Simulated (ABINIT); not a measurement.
Crystal: MgO.

```
Mg O
1.0
     3.30779    0.00000    0.00000
    -1.65389    2.86463    0.00000
     0.00000    0.00000    4.98288
Mg O
2 2
Direct
  0.66667 0.33333 0.50216
  0.33333 0.66667 0.00216
  0.66667 0.33333 0.90244
  0.33333 0.66667 0.40244
```

Measurements of this composition are mostly on another form, of space group No. 225.

```yaml
Program: ABINIT 10.8.3 (patched build)
Task: single point
Functional: PBE
Potentials_or_basis: JTH PAW PBE v2.0
Cutoff: 626 eV
k_mesh: 9 × 9 × 6
Occupations: fermi-dirac, width 0.05 eV
Spin: no spin polarisation
```

On this cell: pressure 3.4 GPa; largest force under 0.003 eV/Å; band gap on the k mesh 3.47 eV, direct.

The same run follows on a disturbed copy (atoms moved at random, drawn with an rms of 0.05 Å):

```xyz
4
Lattice="3.3078 0.0000 0.0000 -1.6539 2.8646 0.0000 0.0000 0.0000 4.9829" Properties=species:S:1:pos:R:3 pbc="T T T"
Mg    1.6167    1.0016    2.4270
Mg   -0.0468    1.9301    0.0444
O     1.6461    0.9485    4.5197
O    -0.0872    1.8937    2.0559
```

**Question.** What does the disturbed cell give?

**Answer.** The energy moves by +29.6 meV/atom; pressure 3.7 GPa; largest force 1.481 eV/Å; band gap on the k mesh 3.36 eV, direct.

Forces in eV/Å, atoms in the order of the input:
```
Mg  -0.673 -0.737  1.095
Mg   0.291 -0.245 -0.500
O   -0.405  0.267  0.013
O    0.787  0.715 -0.608
```

Stress tensor (GPa, compression positive):
```
 7.19  3.17 -0.28
 3.17  4.22 -1.00
-0.28 -1.00 -0.16
```

Caveats: an odd mesh through Γ misses points on the zone boundary, where band edges often lie.
